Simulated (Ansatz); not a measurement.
# CaF2: the cost of one run

Computed with Ansatz 0.2.0 (DFT r²SCAN + D3(BJ)-ATM, scalar-relativistic, plane waves, PAW, unless a step's input says otherwise).

## Step 1: The starting structure

It takes space group Fm-3m (No. 225, cubic). The conventional cell has a = 5.462 Å, b = 5.462 Å, c = 5.462 Å, α = 90.00°, β = 90.00°, γ = 90.00°. Ca (site symmetry m-3m) has 8 F at 2.37 Å in its first shell of neighbours. Around F (site symmetry -43m) lie 4 Ca at 2.37 Å.

Coordinates:

```cif
data_structure
_symmetry_space_group_name_H-M 'P 1'
_symmetry_Int_Tables_number 1
_cell_length_a 3.8626
_cell_length_b 3.8626
_cell_length_c 3.8626
_cell_angle_alpha 60.000
_cell_angle_beta 60.000
_cell_angle_gamma 60.000
_cell_volume 40.75
loop_
_atom_site_label
_atom_site_type_symbol
_atom_site_fract_x
_atom_site_fract_y
_atom_site_fract_z
_atom_site_occupancy
Ca1 Ca 0.00000 0.00000 0.00000 1
F1 F 0.25000 0.25000 0.25000 1
F2 F 0.75000 0.75000 0.75000 1
```

At PBE, an earlier run found 2.18 GPa for this cell of 13.583 Å³/atom (8×8×8 mesh), gap on the mesh 7.30 eV.

## Step 2: At the given cell

Contents of input.yaml:

```yaml
crystal:
  lattice:
    - [0.0, 2.7312487411, 2.7312487411]
    - [2.7312487411, 0.0, 2.7312487411]
    - [2.7312487411, 2.7312487411, 0.0]
  atoms:
    - { symbol: Ca, position: [0.0, 0.0, 0.0] }
    - { symbol: F, position: [0.25, 0.25, 0.25] }
    - { symbol: F, position: [0.75, 0.75, 0.75] }
basis:
  ecutwfc: 500
  ecutrho_ratio: 4
kpoints:
  mp_grid: { grid: [8, 8, 8] }
hamiltonian:
  xc: r2scan
  dispersion: d3bjatm
scf:
  occupations: { method: gaussian, width: 0.05 }
output:
  forces: true
  stress: true
  eigenvalues: true
```

Run with:

```console
ansatz run input.yaml --threads 4 --pin off --max-ram 8192MiB --backend cpu --events-out ev --progress --plain --runs-dir out
```

**Question.** How long does this run take on 4 threads of Arm Neoverse V1, shared host, and how much memory does it need?

About 1.1 s, with a peak of 0.41 GiB.
